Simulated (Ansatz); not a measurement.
# ZnS (F-43m) in Ansatz: equation of state

Aim: energy against volume of ZnS in PBE, for its equilibrium volume and stiffness.

All numbers are computed with Ansatz 0.2.0; they aren't measurements. Logs are shortened: lines on timing, memory, paths and dates and some standing lists are left out, and cuts for length are marked.

**What was measured.**

From “Electronic, vibrational, and thermodynamic properties of ZnS (zincblende and rocksalt structure)”, 2009, arxiv:0911.5022, for a bulk crystal of ZnS: bulk modulus 76.9 GPa.

The runs below are set against these values where they give the same quantity.

## Step 1: The structure

Symmetry: F-43m, No. 216, cubic system. The conventional cell has a = 5.404 Å, b = 5.404 Å, c = 5.404 Å, α = 90.00°, β = 90.00°, γ = 90.00°. Zn (site symmetry -43m) is surrounded by 4 S at 2.34 Å. Around S (site symmetry -43m) lie 4 Zn at 2.34 Å.

## Step 2: Equation of state, PBE

Potentials or basis: all-electron LAPW, scalar-relativistic.

No new run: the results of the series are fitted here.

Results:

| Quantity | Value |
| --- | --- |
| Equilibrium volume | 20.17 Å³/atom |
| Bulk modulus | 69 GPa |
| Pressure derivative of the bulk modulus | 4.4 |

Energy against volume, from the lowest point:
```csv
volume (Å³/atom),energy (meV/atom)
18.543,32.92
18.938,18.15
19.332,8.05
19.727,2.14
20.121,0.00
20.516,1.24
20.910,5.53
```

PBE usually gives volumes a little too large and moduli too small.

## Step 3: How close it comes

Step 2. Against the measured bulk modulus of ZnS, 76.9 GPa (quoted in “Electronic, vibrational, and thermodynamic properties of ZnS (zincblende and rocksalt structure)”, 2009, arxiv:0911.5022), the calculated 69 GPa is off by -9.8 %. The fit is for a static lattice scaled at fixed shape and fixed fractional positions.
